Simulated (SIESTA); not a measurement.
Crystal: Sn.

```xyz
2
Lattice="0.0000 3.2333 3.2333 3.2333 0.0000 3.2333 3.2333 3.2333 0.0000" Properties=species:S:1:pos:R:3 pbc="T T T"
Sn    4.8500    4.8500    4.8500
Sn    3.2333    3.2333    3.2333
```

This isn't the form of Sn at room conditions, which is tetragonal (white tin).

Base run:

```yaml
Program: SIESTA 5.4.2
Functional: vdW-DF2
Potentials_or_basis: PseudoDojo 0.4 standard (PBE files)
Basis: DZP (energy shift 0.003 Ry; two zetas on semicore shells)
Grid_cutoff: 500 Ry
Energy_shift: 0.003 Ry
k_mesh: 7 × 7 × 7
Occupations: fermi-dirac, width 0.05 eV
Spin: no spin polarisation
```

Its results: band gap on the k mesh none (metal or under the smearing width); pressure 8.4 GPa.

After a change of settings the same cell gave: band gap on the k mesh none (metal or under the smearing width); pressure 4.1 GPa. Which change was it?
A. functional from vdW-DF2 to optB88-vdW
B. functional from vdW-DF2 to vdW-DF-cx
C. functional from vdW-DF2 to vdW-DF-C09
D. functional from vdW-DF2 to vdW-DF

A.

Caveats: the potentials were made for another functional, which shifts forces and pressure; spin-orbit coupling is left out, which moves the levels of the heavy elements; the basis of atomic orbitals isn't converged, which shifts pressures, moduli and gaps.

Runs at the PBE level aren't shown here.
